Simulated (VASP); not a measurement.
# BAs (F-43m) in VASP: notebook

One crystal, BAs, is run at these levels: r2SCAN, PBE; tasks: phonons, elastic constants.

All numbers are computed with VASP 6.6.1; they aren't measurements. Logs are shortened: lines on timing, memory, paths and dates and some standing lists are left out, and cuts for length are marked.

## 1. Starting point

It takes space group F-43m (No. 216, cubic). Conventional cell: a = 4.615 Å, b = 4.615 Å, c = 4.615 Å, α = 90.00°, β = 90.00°, γ = 90.00°. B (site symmetry -43m) is surrounded by 4 As at 2.00 Å. As (site symmetry -43m) is surrounded by 4 B at 2.00 Å.

## 2. Phonons, r2SCAN

POSCAR

```
BAs
1.0
    0.0000000000      2.3076372566      2.3076372566
    2.3076372566      0.0000000000      2.3076372566
    2.3076372566      2.3076372566      0.0000000000
  B               As
     1     1
Direct
     0.0000000000000000    0.0000000000000000    0.0000000000000000
     0.2500000000000000    0.2500000000000000    0.2500000000000000
```

INCAR.step1

```
SYSTEM = BAs
PREC = Accurate
ENCUT = 600
EDIFF = 1E-8
ISMEAR = 0
SIGMA = 0.03
LREAL = .FALSE.
LASPH = .TRUE.
NELM = 80
ALGO = Normal
ISIF = 3
LWAVE = .FALSE.
LCHARG = .FALSE.
METAGGA = R2SCAN
LMIXTAU = .TRUE.
PSTRESS = 194.0
IBRION = 2
NSW = 40
EDIFFG = -0.002
```

INCAR.step2

```
SYSTEM = BAs
PREC = Accurate
ENCUT = 600
EDIFF = 1E-8
ISMEAR = 0
SIGMA = 0.03
LREAL = .FALSE.
LASPH = .TRUE.
NELM = 80
ALGO = Normal
ISIF = 2
LWAVE = .FALSE.
LCHARG = .FALSE.
METAGGA = R2SCAN
LMIXTAU = .TRUE.
PSTRESS = 194.0
IBRION = 6
NFREE = 2
POTIM = 0.015
NSW = 1
```

KPOINTS

```
regular mesh
0
G
  10 10 10
  0 0 0
```

Potentials or basis: VASP PAW PBE potentials, release 64 (B, As).

The run is started by

```
$ cat potpaw_PBE.64/B/POTCAR potpaw_PBE.64/As/POTCAR > POTCAR
$ cp INCAR.step1 INCAR
$ mpirun -np 1 vasp_std > vasp.out
$ cp CONTCAR POSCAR
$ cp INCAR.step2 INCAR
$ mpirun -np 1 vasp_std > vasp.out
```

OUTCAR:

```text
SYSTEM = BAs
   PREC = Accurate
   ENCUT = 600
   EDIFF = 1E-8
   ISMEAR = 0
   LREAL = .FALSE.
   LASPH = .TRUE.
   NELM = 80
   ISIF = 2
   METAGGA = R2SCAN
   PSTRESS = 194.0
   IBRION = 6
   NFREE = 2
   POTIM = 0.015
   NSW = 1

 ion  position               nearest neighbor table
   1  0.000  0.000  0.000-   2 2.00   2 2.00   2 2.00   2 2.00
   2  0.250  0.250  0.250-   1 2.00   1 2.00   1 2.00   1 2.00

  LATTYP: Found a face centered cubic cell.
 ALAT       =     4.6152745132

  Lattice vectors:

 A1 = (   0.0000000000,   2.3076372566,   2.3076372566)
 A2 = (   2.3076372566,   0.0000000000,   2.3076372566)
 A3 = (   2.3076372566,   2.3076372566,   0.0000000000)

Analysis of symmetry for initial positions (statically):
=====================================================================
 Subroutine PRICEL returns:
 Original cell was already a primitive cell.

 Routine SETGRP: Setting up the symmetry group for a
 face centered cubic supercell.

 Subroutine GETGRP returns: Found 24 space group operations
 (whereof 24 operations were pure point group operations)
 out of a pool of 48 trial point group operations.

The static configuration has the point symmetry T_d .

Analysis of symmetry for dynamics (positions and initial velocities):
=====================================================================
 Subroutine PRICEL returns:
 Original cell was already a primitive cell.

 Routine SETGRP: Setting up the symmetry group for a
 face centered cubic supercell.

 Subroutine GETGRP returns: Found 24 space group operations
 (whereof 24 operations were pure point group operations)
 out of a pool of 48 trial point group operations.

The dynamic configuration has the point symmetry T_d .

 Subroutine INISYM returns: Found 24 space group operations
 (whereof 24 operations are pure point group operations),
 and found     1 'primitive' translations

----------------------------------------------------------------------------------------

                                     Primitive cell

  volume of cell :      24.5772

  direct lattice vectors                    reciprocal lattice vectors
     0.000000000  2.307637257  2.307637257    -0.216671835  0.216671835  0.216671835
     2.307637257  0.000000000  2.307637257     0.216671835 -0.216671835  0.216671835
     2.307637257  2.307637257  0.000000000     0.216671835  0.216671835 -0.216671835

  length of vectors
     3.263491905  3.263491905  3.263491905     0.375286628  0.375286628  0.375286628

  position of ions in fractional coordinates (direct lattice)
     0.000000000  0.000000000  0.000000000
     0.250000000  0.250000000  0.250000000

  ion indices of the primitive-cell ions
   primitive index   ion index
                 1           1
                 2           2

----------------------------------------------------------------------------------------

 KPOINTS: regular mesh

Automatic generation of k-mesh.
 Grid dimensions read from file:
 generate k-points for:   10   10   10

 Generating k-lattice:

  Cartesian coordinates                     Fractional coordinates (reciprocal lattice)
    -0.021667184  0.021667184  0.021667184     0.100000000  0.000000000  0.000000000
     0.021667184 -0.021667184  0.021667184     0.000000000  0.100000000  0.000000000
     0.021667184  0.021667184 -0.021667184     0.000000000  0.000000000  0.100000000

  Length of vectors
     0.037528663  0.037528663  0.037528663

  Shift w.r.t. Gamma in fractional coordinates (k-lattice)
     0.000000000  0.000000000  0.000000000

 Subroutine IBZKPT returns following result:
 ===========================================

[... 47 lines left out ...]
   EDIFF  = 0.1E-07   stopping-criterion for ELM
   LREAL  =      F    real-space projection
   EDIFFG = 0.1E-06   stopping-criterion for IOM
   NSW    =     61    number of steps for IOM
   IBRION =      6    ionic relax: 0-MD 1-quasi-New 2-CG
   NFREE  =      2    steps in history (QN), initial steepest desc. (CG)
   ISIF   =      2    stress and relaxation
   ISYM   =      2    0-nonsym 1-usesym 2-fastsym
   POTIM  = 0.0150    time-step for ionic-motion
   TEBEG  =    0.0;   TEEND  =   0.0 temperature during run
   PSTRESS=  194.0 pullay stress
   NELECT =       8.0000    total number of electrons
   NUPDOWN=      -1.0000    fix difference up-down
   EMIN   =  10.00;   EMAX   =-10.00  energy-range for DOS
   EFERMI =   0.00;   METHOD = LEGACY
   ISMEAR =     0;   SIGMA  =   0.03  broadening in eV -4-tet -1-fermi 0-gaus
   EFERMI_NEDOS =   21; number of points for ismear=-14 and -15
   IALGO  =     38    algorithm
   IMIX   =      4    mixing-type and parameters
     AMIX     =   0.40;   BMIX     =  1.00
     AMIX_MAG =   1.60;   BMIX_MAG =  1.00
  volume/ion in A,a.u.               =      12.29        82.93
  Fermi-wavevector in a.u.,A,eV,Ry     =   1.126144  2.128104 17.254915  1.268200
  Thomas-Fermi vector in A             =   2.262824
   LORBIT       =      0    0 simple, 1 ext, 2 COOP (PROOUT), +10 PAW based schemes
   METAGGA = R2SCAN    functional components
   LHFCALC =     F    Hartree Fock is set to
   AEXX    =    0.0000 exact exchange contribution
   IVDW    =     0    specifies the selected vdW correction
   LEPSILON=     F    determine dielectric tensor
   LRPA    =     F    only Hartree local field effects (RPA)
 finite differences with symmetry
 non-spin polarized calculation
 Gauss-broadening in eV      SIGMA  =   0.03
  energy-cutoff  :      600.00
  volume of cell :       24.58
 maximum number of plane-waves:       869
 NGX is ok and might be reduce to    28
   NGX = 13   NGY = 13   NGZ = 13

--------------------------------------- Ionic step        1  -------------------------------------------

 number of electron       8.0000000 magnetization

 Free energy of the ion-electron system (eV)
  ---------------------------------------------------
  ext. energy  EPLUGINS =         0.00000000
  ---------------------------------------------------
  free energy    TOTEN  =       -22.09995268 eV

  energy without entropy =      -22.09995268  energy(sigma->0) =      -22.09995268

------------------------ aborting loop because EDIFF is reached ----------------------------------------

  FORCE on cell =-STRESS in cart. coord.  units (eV):
  Direction    XX          YY          ZZ          XY          YZ          ZX
  --------------------------------------------------------------------------------------
  -------------------------------------------------------------------------------------
  Total        2.9786367      2.9786367      2.9786367     -0.0000000      0.0000000     -0.0000000
  in kB      194.1759788    194.1759788    194.1759788     -0.0000000      0.0000000     -0.0000000
  external PRESSURE =       0.1759788 kB  Pullay stress =     194.0000000 kB
[... 139 lines left out ...]
--------------------------------------- Ionic step        5  -------------------------------------------

 number of electron       8.0000000 magnetization

 Free energy of the ion-electron system (eV)
  ---------------------------------------------------
  ext. energy  EPLUGINS =         0.00000000
  ---------------------------------------------------
  free energy    TOTEN  =       -22.09757140 eV

  energy without entropy =      -22.09757140  energy(sigma->0) =      -22.09757140

 E-fermi :   7.5003     XC(G=0): -11.6086

 val. band max:        7.3495543188   @ k =   0.0000   0.0000   0.0000
 cond. band min:       8.4818005343   @ k =   0.0000   0.4000   0.4000
 fundamental gap:      1.1322462154
 Fermi energy:         7.5003124732

 k-point     1 :       0.0000    0.0000    0.0000
  band No.  band energies     occupation
      1      -9.9556      2.00000
      2       7.1112      2.00000
      3       7.2317      2.00000
      4       7.3496      2.00000
      5      10.7135      0.00000
      6      10.8011      0.00000
      7      10.8919      0.00000
      8      13.7990      0.00000
[... 243 lines left out ...]
 k-point    24 :       0.4000    0.3000    0.0000
  band No.  band energies     occupation
      1      -6.8705      2.00000
      2       0.0696      2.00000
      3       2.6114      2.00000
      4       3.1334      2.00000
      5       9.0662      0.00000
      6      10.9569      0.00000
      7      17.4492      0.00000
      8      17.6155      0.00000

 [... further k-points ...]
[... 5 lines left out ...]
  --------------------------------------------------------------------------------------
  -------------------------------------------------------------------------------------
  Total        2.9782647      2.9835641      2.9835641      0.0000000      0.1787120      0.0000000
  in kB      194.1517267    194.4971929    194.4971929      0.0000000     11.6501548      0.0000000
  external PRESSURE =       0.3820375 kB  Pullay stress =     194.0000000 kB
[... 21 lines left out ...]
  energy  without entropy=      -22.0975713953  energy(sigma->0) =      -22.09757140

  enthalpy is  TOTEN    =       -19.1216341478 eV   P V=        2.9759372475

 INTERNAL STRAIN TENSORS FROM DISPLACED ATOMS
 ============================================

 INTERNAL STRAIN TENSOR FOR ION    1 for displacements in x,y,z  (eV/Angst):
          X           Y           Z          XY          YZ          ZX
  --------------------------------------------------------------------------------
  x     0.00000     0.00000     0.00000     0.00000    11.91175     0.00000
  y     0.00000     0.00000     0.00000     0.00000     0.00000    11.91175
  z     0.00000     0.00000     0.00000    11.91175     0.00000     0.00000

 INTERNAL STRAIN TENSOR FOR ION    2 for displacements in x,y,z  (eV/Angst):
          X           Y           Z          XY          YZ          ZX
  --------------------------------------------------------------------------------
  x     0.00000     0.00000     0.00000     0.00000   -11.91563     0.00000
  y     0.00000     0.00000     0.00000     0.00000     0.00000   -11.91563
  z     0.00000     0.00000     0.00000   -11.91563     0.00000     0.00000

 Eigenvectors and eigenvalues of the dynamical matrix
 ----------------------------------------------------

   1 f  =   23.402504 THz   147.042271 2PiTHz  780.623518 cm-1    96.784937 meV
             X         Y         Z           dx          dy          dz
      0.000000  0.000000  0.000000     0.000000    0.934848    0.000000
      1.153819  1.153819  1.153819     0.000000   -0.355048    0.000000
[... 21 lines left out ...]
   6 f/i=    0.001471 THz     0.009242 2PiTHz    0.049065 cm-1     0.006083 meV
             X         Y         Z           dx          dy          dz
      0.000000  0.000000  0.000000     0.000000   -0.355048    0.000000
      1.153819  1.153819  1.153819     0.000000   -0.934848    0.000000

 ELASTIC MODULI CONTR FROM IONIC RELAXATION (kBar)
 Direction    XX          YY          ZZ          XY          YZ          ZX
 --------------------------------------------------------------------------------
 XX           0.0000      0.0000      0.0000      0.0000      0.0000      0.0000
 YY           0.0000      0.0000      0.0000      0.0000      0.0000      0.0000
 ZZ           0.0000      0.0000      0.0000      0.0000      0.0000      0.0000
 XY           0.0000      0.0000      0.0000   -437.1008      0.0000      0.0000
 YZ           0.0000      0.0000      0.0000      0.0000   -437.1008      0.0000
 ZX           0.0000      0.0000      0.0000      0.0000      0.0000   -437.1008
 --------------------------------------------------------------------------------
```

It took 4.9 min on 1 thread of Intel Xeon 6975P-C (Granite Rapids), shared host; peak memory 0.23 GiB.

What came out:

- Highest phonon frequency at Γ, LO-TO splitting left out: 781 cm⁻¹

Phonon frequencies in cm⁻¹ (negative: imaginary):
```tsv
q point	frequencies
(0.000, 0.000, 0.000)	0 0 0 781 781 781
```

Caveat: the PAW data sets were made with another functional, which shifts forces and pressure a little.

(Continued in part 2 of 2.)
